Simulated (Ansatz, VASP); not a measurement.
## LiF in VASP and in Ansatz

```xyz
2
Lattice="0.0000 2.0040 2.0040 2.0040 0.0000 2.0040 2.0040 2.0040 0.0000" Properties=species:S:1:pos:R:3 pbc="T T T"
Li    0.0000    0.0000    0.0000
F     2.0040    2.0040    2.0040
```

Alike in both runs: task single point; functional PBEsol; k mesh 12 × 12 × 12; no spin polarisation.

```csv
,VASP,Ansatz
version,VASP 6.6.1,Ansatz 0.2.0
potentials or method,"VASP PAW PBE potentials, release 64 (Li_sv, F), cutoff 520 eV","all-electron LAPW, scalar-relativistic"
occupations,"gaussian, width 0.01 eV",fixed
```

Ansatz gave:

* gap on the k mesh at the Fermi level (eV): 9.03

Estimate VASP's values.

gap on the k mesh at the Fermi level (eV): 9.06.

Ansatz ran all-electron here, so the differences hold the error of VASP's frozen core and of both bases.

 A k mesh can miss the band edges.
